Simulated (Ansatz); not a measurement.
The system is Hg.

```xyz
3
Lattice="3.3206 0.0000 0.0000 -1.4721 3.0761 0.0000 -0.9583 -1.3973 8.1206" Properties=species:S:1:pos:R:3 pbc="T T T"
Hg    0.0000    0.0000    0.0000
Hg    0.3568   -0.1334    5.3981
Hg    0.5333    1.8123    2.7225
```

| Quantity | Value |
| --- | --- |
| Program | Ansatz 0.2.0 |
| Task | single point |
| Functional | PBE |
| Potentials or basis | Ansatz PAW |
| Cutoff | 420 eV (not typed: the program's choice for these potentials) |
| k mesh | 9 × 9 × 4 |
| Occupations | fermi-dirac, width 0.05 eV |
| Spin | no spin polarisation |

On this cell: pressure 0.7 GPa; largest force 0.027 eV/Å; band gap on the k mesh none (metal or under the smearing width).

The same run follows on a disturbed copy (atoms moved at random, drawn with an rms of 0.05 Å):

```
CELL_PARAMETERS angstrom
3.32056 0.00000 0.00000
-1.47214 3.07613 0.00000
-0.95833 -1.39730 8.12061
ATOMIC_POSITIONS crystal
Hg 0.99446 0.97869 0.99447
Hg 0.41264 0.27507 0.65907
Hg 0.58877 0.74502 0.33771
```

Q: What does the disturbed cell give?

A: The energy (extrapolated to zero smearing) moves by +1.1 meV/atom; pressure 0.8 GPa; largest force 0.118 eV/Å; band gap on the k mesh none (metal or under the smearing width).

Forces on the atoms (eV/Å):
```
Hg  -0.001  0.012  0.048
Hg  -0.010  0.008  0.067
Hg   0.011 -0.020 -0.115
```

Stress tensor (GPa, compression positive):
```
 0.67  0.10  0.02
 0.10  0.85 -0.04
 0.02 -0.04  0.78
```
